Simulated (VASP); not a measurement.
A run of VASP 6.6.1 is set up as follows.

Contents of INCAR:

```
PREC = Accurate ; ENCUT = 580
EDIFF = 1E-7 ; ISMEAR = 0
SIGMA = 0.1 ; LREAL = F
LASPH = T ; NELM = 60
ALGO = Normal ; ISIF = 3
LWAVE = F ; LCHARG = F
GGA = PS ; IBRION = 2
NSW = 90 ; EDIFFG = -0.005
```

Contents of KPOINTS:

```
Automatic mesh
0
Gamma
  12 12 12
```

The input POSCAR:

```
Ba
1.0
   -2.5125000000      2.5125000000      2.5125000000
    2.5125000000     -2.5125000000      2.5125000000
    2.5125000000      2.5125000000     -2.5125000000
Ba
1
Direct
    0.0000000000      0.0000000000      0.0000000000
```

Potentials or basis: VASP PAW PBE potentials, release 64 (Ba_sv).

Command:

```console
$ cat potpaw_PBE.64/Ba_sv/POTCAR > POTCAR
$ mpirun -np 1 vasp_std > vasp.out
```

Problem. What does it give for the relaxed volume?

Solution. 58.48 Å³/atom.

Problem. Predict the band gap on the k mesh.

Solution. None (metal or under the smearing width).

Problem. What does it give for the space group after relaxing (to 0.05 Å)?

Solution. Im-3m (No. 229).

Step by step:
```tsv
step	energy change (eV)	largest force (eV/Å)	pressure (GPa)	volume (Å³)
1	0.0000	0.0000	-0.66	63.44
2	-0.0077	0.0000	-0.37	61.06
3	-0.0107	0.0000	-0.03	58.68
4	-0.0107	0.0000	0.00	58.48
```

Caveat: the PAW data sets were made with another functional, which shifts forces and pressure a little. The run has no spin-orbit coupling, so splittings on Ba are missing.
